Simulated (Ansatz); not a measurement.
# Direct or indirect: MgI2 sheet (P-3m1)

```xyz
6
Lattice="4.1269 0.0000 0.0000 -2.0635 3.5740 0.0000 0.0000 0.0000 25.8600" Properties=species:S:1:pos:R:3 pbc="T T T"
I     0.0000    0.0000   10.8628
I     2.0635    1.1913    7.5009
I     0.0000    2.3827   18.3591
I     0.0000    0.0000   14.9972
Mg    0.0000    2.3827    9.1822
Mg    2.0635    1.1913   16.6778
```

Method: Ansatz, PBE, independent particles, without spin-orbit coupling, line width 0.1 eV (Gaussian). The band structure gives a fundamental gap of 3.55 eV. The spectrum of vertical transitions near the edge:

| E (eV) | absorbance (%), E ∥ xy |
| --- | --- |
| 3.06 | 0.00 |
| 3.18 | 0.00 |
| 3.30 | 0.00 |
| 3.42 | 0.00 |
| 3.54 | 0.00 |
| 3.66 | 0.00 |
| 3.78 | 0.01 |
| 3.90 | 0.28 |
| 4.02 | 1.73 |
| 4.14 | 2.54 |
| 4.26 | 3.05 |
| 4.38 | 4.64 |
| 4.50 | 5.44 |
| 4.62 | 6.24 |
| 4.74 | 9.99 |
| 4.86 | 15.09 |
| 4.98 | 18.56 |
| 5.10 | 19.90 |
| 5.22 | 23.06 |

**Question.** Is the gap direct or indirect, and about where do vertical transitions set in?

**Answer.** Indirect, by the band path, whose least direct gap is 3.95 eV. The curves fit this: they stay near zero above 3.55 eV and rise only from about 4.0 eV, though a forbidden direct transition would look alike. Lines are broadened by 0.1 eV, which spreads the edge, and phonons, which would give weak absorption from the fundamental gap up, are left out.

Note: cells built here by substitution need not match a known phase.

[Logs are printed without paths, hosts, clocks, repeated set-up lines and the standing remarks that a program may print on its own settings, such as how far it seeks lower states.]
